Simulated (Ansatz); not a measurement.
Ansatz input file:

```yaml
crystal:
  lattice:
    - [-4.154682, 4.224831, 4.158632]
    - [4.204628, -4.253462, 4.237208]
    - [4.147257, 4.246036, -4.187262]
  atoms:
    - { symbol: V, position: [0.5961047917, 0.5258582346, 0.5390114885], spin: 1.05 }
    - { symbol: Sr, position: [0.0133870027, 0.0175543741, 0.5013586232] }
    - { symbol: Sr, position: [0.0042560192, 0.5056235433, 0.998998327] }
    - { symbol: V, position: [0.5351959724, 0.8590444397, 0.9846380741], spin: 1.05 }
    - { symbol: V, position: [0.0031225706, 0.0080634354, 0.0055719394], spin: 1.05 }
    - { symbol: Sr, position: [0.4940500933, 0.4838215258, 0.0027006198] }
    - { symbol: V, position: [0.5060842107, 0.0078665896, 0.5011073727], spin: 1.05 }
    - { symbol: Sr, position: [0.0085501122, 0.5098621462, 0.5029230738] }
    - { symbol: O, position: [0.9341431115, 0.7386972971, 0.7713879559] }
    - { symbol: O, position: [0.4895131138, 0.2359976967, 0.6894902914] }
    - { symbol: O, position: [0.4827431607, 0.7994867724, 0.2396842128] }
    - { symbol: O, position: [0.0005174152, 0.2280492722, 0.212025799] }
    - { symbol: O, position: [0.731917828, 0.992954188, 0.7339509957] }
    - { symbol: O, position: [0.3053008202, 0.5708287102, 0.7743544097] }
    - { symbol: O, position: [0.2264121088, 0.9948205628, 0.2344534779] }
    - { symbol: O, position: [0.7066457027, 0.4972510323, 0.2980821522] }
    - { symbol: O, position: [0.2893698866, 0.7964400156, 0.4990155952] }
    - { symbol: O, position: [0.7356051382, 0.2243769136, 0.5160464121] }
    - { symbol: O, position: [0.7454825403, 0.8168877167, 0.0164412282] }
    - { symbol: O, position: [0.1807682009, 0.1855034584, 0.9548043666] }
basis:
  ecutwfc: 420
kpoints:
  mp_grid: { grid: [4, 4, 4] }
hamiltonian:
  xc: pbe
  hubbard: { sites: [{ species: V, l: d, u_eff: 3.25 }] }
scf:
  occupations: { method: gaussian, width: 0.1 }
  lower_state_search: "off"
  n_extra_bands: 12
output:
  forces: true
  stress: true
  eigenvalues: true
  populations: true
  dos:
    method: { smearing: { sigma: 0.1, scheme: gaussian } }
    projected: true
    de: 0.02
magnetization:
  spin_polarized: true
```

Launched with
```bash
ansatz run input.yaml --threads 4 --pin off --max-ram 9216MiB --backend cpu --events-out ev --progress --plain --runs-dir out
```

Level of theory: DFT PBE+U, scalar-relativistic, plane waves, PAW (Ansatz).

Part of what the program printed, abridged:

```
Warning: the band count 94 (scf.n_extra_bands) hosts the net moment |M| = 4.2000 μB (N_el = 164) but caps the reachable moment at 2·n_bands − N_el = 24.0000 μB, below the 105 bands that the automatic rule leaves for it — a moment growing past the seed, or the majority channel's smearing tail, pins there with fewer empty majority states than that count leaves; raise or omit scf.n_extra_bands unless the cap is intended
V: projections on atomic orbitals take those of the free atom [Ne] 3s2 3p6 3d3 4s2, of charge +0.00 (hamiltonian.pseudopotentials.projection_atoms); the dataset's partial waves leave at most 5.8e-7 of an orbital's norm unspanned inside its sphere
Sr: projections on atomic orbitals take those of the free atom [Ar 3d10] 4s2 4p6 5s2, of charge +0.00 (hamiltonian.pseudopotentials.projection_atoms); the dataset's partial waves leave at most 2.8e-6 of an orbital's norm unspanned inside its sphere
O: projections on atomic orbitals take those of the free atom [He] 2s2 2p4, of charge +0.00 (hamiltonian.pseudopotentials.projection_atoms); the dataset's partial waves leave at most 1.9e-8 of an orbital's norm unspanned inside its sphere
scf.n_extra_bands = 12 over 82 filled bands (N_el = 164.0): the run solves 94 bands
Pseudopotentials: kind: paw
Pseudopotential: V, paw, valence charge 13, recommended cutoff 420 eV (normal)
Pseudopotential: Sr, paw, valence charge 10, recommended cutoff 420 eV (normal)
Pseudopotential: O, paw, valence charge 6, recommended cutoff 420 eV (normal)
Functional definition: PBE
Crystal: 20 atoms, lattice volume = 296.979 Å³
Basis set: ecut = 420 eV, 5797 PW (Γ), exchange–correlation on 100×100×100 points (8 copies of the dense FFT grid, shifted against one another)
Bands: 94, of which v1, the nominal top of the filled ones, is band 82 counted from 1 (81 counted from 0)
Symmetry: 1 space group operations
Space group: P1 (ITA 1), of the structure as read, at distance tolerance 6.7e-5 Å
Magnetic group: BNS 1.1 (UNI 1), of the structure as read, at distance tolerance 6.7e-5 Å
k-points: 36 of 64 (time reversal used)
Initial density: superposition of atomic densities (chi_scale 0.1, normalization cell, long waves kept (reshape's long-wave potential 0.12 eV rms))
Starting moments: Σ|m| = 4.2 μB on 4 of 20 sites
Initial wavefunctions: pseudopotential atomic-orbital guess
Functional: x = pbe(κ = 0.804, μ = 0.21951497), c = pbe(β = 0.06672455)
SCF iter   1: F=—  HF=-32640.771400 eV  |F-HF|=—  |Δ(HF+E_count)|=         —  Δρ=9.46e-2 (↑9.46e-2 ↓3.50e-2) dr2=6.03e1  dr2_m=6.27e0  M=4.517 μB ∫|m|=6.579 μB  β_m=0.30  ethr=3.10e-3  ⟨swp⟩=8.1  Hψ=33110  notcnv=0
spin=Collinear: Kerker preconditioning applied to the charge; magnetization (m = ρ↑ − ρ↓) channel mixes plain (no charge-response kernel on spin).
SCF iter   2: F=—  HF=-32638.462477 eV  |F-HF|=—  |Δ(HF+E_count)|=    2.31e0  Δρ=7.09e-2 (↑7.09e-2 ↓2.91e-2) dr2=4.47e1  dr2_m=2.84e0  M=4.000 μB ∫|m|=5.530 μB  β_m=0.30  ethr=3.10e-3  ⟨swp⟩=3.1  Hψ=14946  notcnv=0  defer=302
SCF iter   3: F=—  HF=-32637.570877 eV  |F-HF|=—  |Δ(HF+E_count)|=   8.92e-1  Δρ=5.34e-2 (↑5.34e-2 ↓2.38e-2) dr2=1.91e1  dr2_m=2.40e0  M=4.000 μB ∫|m|=5.925 μB  β_m=0.30  ethr=3.10e-3  ⟨swp⟩=3.0  Hψ=14478  notcnv=0  defer=229
SCF iter   4: F=—  HF=-32636.719099 eV  |F-HF|=—  |Δ(HF+E_count)|=   8.52e-1  Δρ=3.56e-2 (↑3.56e-2 ↓1.82e-2) dr2=9.92e0  dr2_m=1.13e0  M=4.000 μB ∫|m|=5.937 μB  β_m=0.30  ethr=3.10e-3  ⟨swp⟩=3.6  Hψ=13917  notcnv=0  defer=303
SCF iter   5: F=—  HF=-32635.379118 eV  |F-HF|=—  |Δ(HF+E_count)|=    1.34e0  Δρ=1.71e-2 (↑1.71e-2 ↓1.23e-2) dr2=2.28e0  dr2_m=3.96e-1  M=4.000 μB ∫|m|=5.788 μB  β_m=0.30  ethr=3.10e-3  ⟨swp⟩=4.7  Hψ=17262  notcnv=0  defer=248
SCF iter   6: F=—  HF=-32635.221285 eV  |F-HF|=—  |Δ(HF+E_count)|=   1.58e-1  Δρ=1.13e-2 (↑9.41e-3 ↓1.13e-2) dr2=7.41e-1  dr2_m=1.35e-1  M=4.000 μB ∫|m|=5.757 μB  β_m=0.30  ethr=1.39e-3  ⟨swp⟩=3.6  Hψ=12510  notcnv=0  defer=215
SCF iter   7: F=—  HF=-32635.329004 eV  |F-HF|=—  |Δ(HF+E_count)|=   1.08e-1  Δρ=1.08e-2 (↑1.08e-2 ↓7.81e-3) dr2=7.35e-1  dr2_m=1.50e-1  M=4.000 μB ∫|m|=5.564 μB  β_m=0.30  ethr=4.52e-4  ⟨swp⟩=2.4  Hψ=13791  notcnv=0  defer=202
SCF iter   8: F=—  HF=-32635.380660 eV  |F-HF|=—  |Δ(HF+E_count)|=   5.17e-2  Δρ=6.62e-3 (↑6.62e-3 ↓5.68e-3) dr2=1.60e-1  dr2_m=6.96e-2  M=4.000 μB ∫|m|=5.590 μB  β_m=0.30  ethr=4.48e-4  ⟨swp⟩=3.0  Hψ=9804  notcnv=0  defer=206
SCF iter   9: F=—  HF=-32635.439195 eV  |F-HF|=—  |Δ(HF+E_count)|=   5.85e-2  Δρ=5.50e-3 (↑5.50e-3 ↓4.13e-3) dr2=7.67e-2  dr2_m=5.29e-2  M=4.000 μB ∫|m|=5.494 μB  β_m=0.30  ethr=9.73e-5  ⟨swp⟩=2.1  Hψ=13126  notcnv=0  defer=207
Mixer restart at iter 9: flushing history
spin-set hold released at iteration 9 (site moments contracting): the magnetisation degrees of freedom join the quasi-Newton model from the next iteration; the mixer history was flushed
SCF iter  10: F=—  HF=-32635.477021 eV  |F-HF|=—  |Δ(HF+E_count)|=   3.78e-2  Δρ=4.04e-3 (↑4.04e-3 ↓3.17e-3) dr2=3.96e-2  dr2_m=3.11e-2  M=4.000 μB ∫|m|=5.439 μB  β_m=0.65  ethr=4.68e-5  ⟨swp⟩=2.0  Hψ=7653  notcnv=0  defer=208
   ...
SCF iter  30: F=—  HF=-32635.563327 eV  |F-HF|=—  |Δ(HF+E_count)|=   2.83e-6  Δρ=2.16e-5 (↑2.16e-5 ↓1.55e-5) dr2=3.29e-6  dr2_m=1.23e-7  M=4.000 μB ∫|m|=4.951 μB  β_m=0.89  ethr=8.72e-10  ⟨swp⟩=2.6  Hψ=12800  notcnv=0  defer=210
SCF iter  31: F=—  HF=-32635.563330 eV  |F-HF|=—  |Δ(HF+E_count)|=   3.51e-6  Δρ=1.78e-5 (↑1.78e-5 ↓9.94e-6) dr2=1.78e-6  dr2_m=1.12e-7  M=4.000 μB ∫|m|=4.951 μB  β_m=0.93  ethr=8.72e-10  ⟨swp⟩=2.6  Hψ=12859  notcnv=0  defer=210
SCF iter  32: F=—  HF=-32635.563332 eV  |F-HF|=—  |Δ(HF+E_count)|=   1.81e-6  Δρ=2.09e-5 (↑2.09e-5 ↓1.48e-5) dr2=3.86e-6  dr2_m=1.11e-7  M=4.000 μB ∫|m|=4.951 μB  β_m=0.87  ethr=8.72e-10  ⟨swp⟩=2.8  Hψ=12559  notcnv=0  defer=210
SCF iter  33: F=—  HF=-32635.563333 eV  |F-HF|=—  |Δ(HF+E_count)|=   1.04e-6  Δρ=1.08e-5 (↑1.08e-5 ↓6.92e-6) dr2=8.91e-7  dr2_m=3.63e-8  M=4.000 μB ∫|m|=4.952 μB  β_m=0.88  ethr=8.72e-10  ⟨swp⟩=2.7  Hψ=12647  notcnv=0  defer=210
SCF iter  34: F=—  HF=-32635.563334 eV  |F-HF|=—  |Δ(HF+E_count)|=   9.68e-7  Δρ=2.50e-5 (↑2.50e-5 ↓1.11e-5) dr2=4.38e-6  dr2_m=2.26e-7  M=4.000 μB ∫|m|=4.952 μB  β_m=0.65  ethr=5.43e-10  ⟨swp⟩=2.6  Hψ=12557  notcnv=0  defer=210  recentre
SCF iter  35: F=—  HF=-32635.563334 eV  |F-HF|=—  |Δ(HF+E_count)|=   2.92e-7  Δρ=6.08e-6 (↑6.08e-6 ↓2.64e-6) dr2=1.73e-7  dr2_m=3.01e-8  M=4.000 μB ∫|m|=4.952 μB  β_m=0.82  ethr=5.43e-10  ⟨swp⟩=2.2  Hψ=12229  notcnv=0  defer=210
SCF iter  36: F=—  HF=-32635.563334 eV  |F-HF|=—  |Δ(HF+E_count)|=   3.20e-7  Δρ=1.01e-5 (↑1.01e-5 ↓1.61e-6) dr2=5.83e-7  dr2_m=6.20e-8  M=4.000 μB ∫|m|=4.952 μB  β_m=0.80  ethr=6.10e-11  ⟨swp⟩=14.3  Hψ=35173  notcnv=0  recentre
SCF iter  37: F=—  HF=-32635.563334 eV  |F-HF|=—  |Δ(HF+E_count)|=   1.74e-8  Δρ=6.25e-6 (↑6.25e-6 ↓2.32e-6) dr2=2.88e-7  dr2_m=2.10e-8  M=4.000 μB ∫|m|=4.952 μB  β_m=0.86  ethr=1.05e-10  ⟨swp⟩=2.0  Hψ=11624  notcnv=0
SCF iter  38: F=—  HF=-32635.563334 eV  |F-HF|=—  |Δ(HF+E_count)|=   2.11e-8  Δρ=3.83e-6 (↑3.83e-6 ↓1.95e-6) dr2=1.39e-7  dr2_m=6.38e-9  M=4.000 μB ∫|m|=4.951 μB  β_m=0.82  ethr=1.05e-10  ⟨swp⟩=2.0  Hψ=11865  notcnv=0
SCF iter  39: F=-32635.563334 eV  HF=-32635.563334 eV  |F-HF|=5.25e-8  |Δ(HF+E_count)|=   4.94e-9  Δρ=2.51e-6 (↑2.51e-6 ↓1.38e-6) dr2=6.72e-8  dr2_m=2.65e-9  M=4.000 μB ∫|m|=4.951 μB  ethr=6.10e-11  ⟨swp⟩=3.4  Hψ=19290  notcnv=0
SCF 1 converged in 39 iterations: F = -32635.563334 eV  dr2 = 6.72e-8
SCF converged after 39 iterations
Magnetization: 4.0000 μB (84.0000 up, 80.0000 down)
Absolute magnetization: 4.9488 μB (∫|ρ↑−ρ↓|, with the PAW one-centre terms)
Spin contamination: 0.1382 ħ² per cell (⟨S²⟩ above its minimum at these occupations)
Per-site moments (μB) at R_I (Å): [(2.20365701, 0.85200262), (0.00169589, 1.12947843), (0.00153921, 1.15994105), (0.84708283, 0.66614946), (0.05047889, 0.71330047), (-0.00493724, 0.88818895), (0.03658354, 0.73776196), (-0.00584339, 0.89448775), (-0.02990827, 0.77416763), (-0.01453556, 0.75424969), (-0.03905776, 0.78148590), (-0.01436466, 0.74013622), (-0.02392315, 0.82869283), (-0.07806696, 0.75647625), (-0.01592222, 0.81414904), (-0.08898668, 0.87468531), (-0.01434220, 0.73776196), (-0.01336043, 0.74782571), (-0.06075312, 0.66614946), (-0.00668758, 0.71330047)]
Free energy (F): -32635.563334 eV
Harris-Foulkes:  -32635.563334 eV  (|F-HF|=5.25e-8)
Internal energy: -32635.562026 eV  (E = F + TS)
E sigma→0 (E₀):  -32635.562680 eV
Entropy (-TS):   -0.001308 eV (-0.065 meV/atom)
Fermi energy:    7.964064 eV
--- Per-component energies (eV) ---
  E_band       = -1444.560427
  E_kinetic    = 4421.684347
  E_local      = -13515.968155  (includes V_loc(G=0)·N_el)
  E_nonlocal   = 1194.136783
  E_hartree    = 5131.003878
  E_xc         = -2102.072034
  E_vxc        = -2440.617076  (∫ρ·V_xc dr)
  E_hubbard    = 10.486885  (on-site DFT+U / exact-exchange correction)
  E_vhub       = -0.285857  (the Hubbard potential's part of the band-sum identity)
  E_paw        = -17116.352718  (= ΣΔE_a)
  E_vpaw       = -1365.554578  (= ΣTr[D̂ρ^β])
  E_aug_tail   = 0.030000  (compensation charges beyond the density's cutoff)
  E_ewald      = -10658.511011
  E_smearing   = -0.001308  (= −TS)
--- Forces (eV/Å), atoms counted from 1 ---
  atom   1  V     -1.05843738     0.34803233     0.64759592
  atom   2  Sr    -0.11955961     0.35587794    -0.14797058
  atom   3  Sr    -0.22876046     0.15114708     0.10269969
  atom   4  V      2.46867661    -3.04870345    -2.05033334
  atom   5  V     -0.29611616     2.77968101     3.74622794
  atom   6  Sr    -1.59699570     1.84854525    -2.21196321
  atom   7  V      1.31846391     1.55153528    -0.43591145
  atom   8  Sr    -0.72199856    -0.64507327     0.19229129
  atom   9  O      0.59518538     0.02091266    -1.21500504
  atom  10  O      0.18008417    -0.55389172     0.29695392
  atom  11  O     -1.45357066    -1.41399875     1.25907310
  atom  12  O     -0.23465909    -0.51793080    -0.61502734
  atom  13  O     -0.12372598    -0.73981436    -0.66663789
  atom  14  O      1.81120839     0.53647292     1.65859221
  atom  15  O     -0.03179039    -2.30343691    -0.74996988
  atom  16  O      1.62482116    -0.30608577    -0.29661428
  atom  17  O     -0.16061046    -0.84774886    -0.03023628
  atom  18  O     -0.16331925     0.70196196     0.58526558
  atom  19  O     -1.55262050     2.83001709    -0.21205103
  atom  20  O     -0.25633452    -0.74748579     0.14287601
--- Stress (GPa, compression-positive) ---
        0.153402      -3.059815      -0.050291
       -3.059818       4.912210       1.855776
       -0.050309       1.855774      -0.794471
  P = ⅓ Tr σ = 1.4237 GPa (14.237 kbar)
--- Band table (eV; the first three rows and the last of 72) ---
  k-point 0 ↑: bands = ["-58.8280", "-58.2435", "-58.0398", "-56.4155", "-33.0836", "-32.6255", "-32.4763", "-32.1826", "-31.9948", "-31.9446", "-31.8478", "-31.8136", "-31.7796", "-30.3418", "-30.2848", "-30.2433", "-27.1365", "-26.9272", "-24.5938", "-23.9793", "-11.7738", "-10.9437", "-9.9063", "-9.8106", "-9.6370", "-9.5102", "-9.4132", "-9.3466", "-9.1579", "-9.0663", "-8.8801", "-8.8575", "-8.8125", "-8.6588", "-8.6248", "-8.4408", "-8.3847", "-8.0631", "-6.9810", "-6.6792", "-6.2817", "-5.8491", "-5.7784", "-4.4810", "1.2416", "1.7221", "1.8377", "2.9212", "3.0636", "3.1694", "3.2276", "3.5175", "3.5533", "3.6534", "3.7127", "3.9467", "4.0633", "4.1794", "4.3366", "4.4899", "4.8213",  ...
  k-point 1 ↑: bands = ["-58.8280", "-58.2435", "-58.0399", "-56.4156", "-33.0836", "-32.6255", "-32.4762", "-32.1826", "-31.9948", "-31.9446", "-31.8478", "-31.8136", "-31.7797", "-30.3418", "-30.2848", "-30.2434", "-27.1365", "-26.9273", "-24.5938", "-23.9796", "-11.7764", "-10.8844", "-9.9561", "-9.9133", "-9.6380", "-9.4616", "-9.3499", "-9.2504", "-9.1882", "-9.1025", "-9.0123", "-8.8642", "-8.8331", "-8.6407", "-8.6159", "-8.4726", "-8.3291", "-8.1157", "-6.6997", "-6.5892", "-6.3066", "-5.8951", "-5.7798", "-4.7580", "1.2398", "1.7494", "1.8442", "3.0075", "3.1429", "3.2529", "3.3928", "3.5298", "3.6543", "3.7053", "3.7953", "4.0042", "4.0831", "4.2022", "4.2769", "4.4546", "4.6290",  ...
  k-point 2 ↑: bands = ["-58.8280", "-58.2435", "-58.0399", "-56.4156", "-33.0836", "-32.6255", "-32.4762", "-32.1826", "-31.9947", "-31.9446", "-31.8478", "-31.8136", "-31.7797", "-30.3418", "-30.2848", "-30.2434", "-27.1365", "-26.9274", "-24.5939", "-23.9799", "-11.7789", "-10.8168", "-10.0155", "-9.9501", "-9.6521", "-9.4352", "-9.3542", "-9.2672", "-9.2349", "-9.1163", "-9.0181", "-8.8579", "-8.7393", "-8.6714", "-8.6159", "-8.4991", "-8.2551", "-8.2007", "-6.6914", "-6.4434", "-6.0797", "-5.8606", "-5.7575", "-5.2138", "1.2385", "1.7751", "1.8509", "3.1128", "3.1791", "3.3456", "3.5296", "3.6526", "3.7291", "3.8722", "3.9565", "4.0143", "4.0662", "4.1883", "4.2243", "4.3325", "4.4680", ...
  k-point 35 ↓: bands = ["-58.1682", "-57.9870", "-57.5377", "-53.7818", "-32.3254", "-32.1034", "-31.9153", "-31.8731", "-31.7938", "-31.7669", "-31.7246", "-31.1809", "-30.8836", "-27.7641", "-27.6544", "-27.6412", "-27.1350", "-26.9256", "-24.5944", "-23.9845", "-11.8308", "-11.0131", "-10.0262", "-9.9095", "-9.6213", "-9.4867", "-9.3471", "-9.2258", "-9.0907", "-9.0101", "-8.9068", "-8.8840", "-8.8415", "-8.7828", "-8.6432", "-8.5650", "-8.3468", "-8.2472", "-6.9967", "-6.6825", "-6.2892", "-5.8609", "-5.7915", "-4.5192", "1.3472", "1.9774", "2.1439", "3.1333", "3.2673", "3.3757", "3.5508", "3.5974", "3.6019", "3.8496", "3.9739", "4.0295", "4.2087", "4.2752", "4.4290", "4.4861", "4.7869" ...
Occupation matrices written to <dir>
--- Löwdin populations: 20 sites ---
  site symbol q [e]    m [muB]
     0      V     11.8087     2.9312
     1     Sr      8.2876     0.0046
     2     Sr      8.2783     0.0027
     3      V     11.6777     1.3706
     4      V     11.6067     0.0783
     5     Sr      8.2485     0.0002
     6      V     11.5579     0.0550
     7     Sr      8.2715    -0.0025
     8      O      6.9091    -0.0383
     9      O      6.9259    -0.0177
    10      O      6.8989    -0.0474
    11      O      6.8897    -0.0183
    12      O      6.8993    -0.0281
    13      O      6.9503    -0.0926
    14      O      6.8755    -0.0194
    15      O      7.1686    -0.1012
    16      O      6.8776    -0.0201
    17      O      6.9207    -0.0166
    18      O      6.6517    -0.0796
    19      O      6.8056    -0.0093
  spilling = 0.009085 (of n_electrons = 164.000000)
```

Self-consistency was reached.

It took 6.2 min on 4 threads of Intel(R) Xeon(R) Processor @ 2.50GHz (Skylake/Cascade Lake), with other jobs on the host, peak memory 2.1 GiB.

The state reached may not be the lowest one. The k mesh is coarse. Moments started parallel, and an antiferromagnetic order may lie lower.